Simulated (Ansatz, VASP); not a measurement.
**Two plane-wave programs on RbBr**

The input POSCAR:

```
RbBr
1.0
    0.0000000000      3.2680580775      3.4608260907
    3.2680580775      0.0000000000      3.4608260907
    3.2680580775      3.2680580775      0.0000000000
Rb Br
1 1
Direct
    0.0000000000      0.0000000000      0.0000000000
    0.5000000000      0.5000000000      0.5000000000
```

INCAR.step1

```
SYSTEM = RbBr
ALGO = Normal
EDIFF = 1E-4
ENCUT = 520
GGA = PE
ISMEAR = 0
LASPH = .True.
LCHARG = .False.
LREAL = .False.
LWAVE = .True.
NBANDS = 15
NELM = 60
PREC = Accurate
SIGMA = 0.01
```

The input INCAR.step2:

```
SYSTEM = RbBr
ALGO = Normal
EDIFF = 1E-6
ENCUT = 520
ISIF = 2
ISMEAR = 0
ISTART = 1
LASPH = .True.
LCHARG = .False.
LMIXTAU = .True.
LREAL = .False.
LWAVE = .False.
METAGGA = R2SCAN
NBANDS = 15
NELM = 60
PREC = Accurate
SIGMA = 0.01
```

The input KPOINTS:

```
k-points
0
Gamma
  6 6 6
  0 0 0
```

Input for Ansatz:

```yaml
crystal:
  lattice:
    - [0.0, 3.2680580775, 3.4608260907]
    - [3.2680580775, 0.0, 3.4608260907]
    - [3.2680580775, 3.2680580775, 0.0]
  atoms:
    - { symbol: Rb, position: [0.0, 0.0, 0.0] }
    - { symbol: Br, position: [0.5, 0.5, 0.5] }
kpoints:
  mp_grid: { grid: [6, 6, 6] }
  band_path:
    path:
      - [0.0, 0.0, 0.0]
      - [0.5, 0.0, 0.5]
      - [0.625, 0.25, 0.625]
      - [0.375, 0.375, 0.75]
      - [0.5, 0.5, 0.5]
      - [0.5, 0.25, 0.75]
    npoints: 1
hamiltonian:
  xc: r2scan
scf:
  occupations: { method: fixed }
  n_extra_bands: 4
output:
  forces: true
  stress: true
  eigenvalues: true
  write_density: true
  write_potential: true
  elf: true
  volumetric_format: npy
```

Change from the starting cell: biaxial_xy strain -5.6%.

Alike in both runs: task single point; functional r2SCAN; k mesh 6 × 6 × 6; no spin polarisation.

|  | VASP | Ansatz |
| --- | --- | --- |
| version | VASP 6.6.1 | Ansatz 0.2.0 |
| potentials or method | VASP PAW PBE potentials, release 64 (Rb_sv, Br) | plane waves, PAW |
| plane-wave cutoff (eV) | 520 | 500 |
| occupations | gaussian, width 0.01 eV | fixed |
| valence electrons in the cell | 16 | 16 |

Ansatz gave:

* gap on the k mesh at the Fermi level (eV): 5.15
* pressure (GPa): 2.4
* largest component of the traceless stress (GPa): 1.91

Question: Estimate VASP's values.

Answer: gap on the k mesh at the Fermi level (eV): 5.15; pressure (GPa): 2.4; largest component of the traceless stress (GPa): 1.92.

Caveats: the PAW data sets were made with another functional, which shifts forces and pressure a little (VASP).
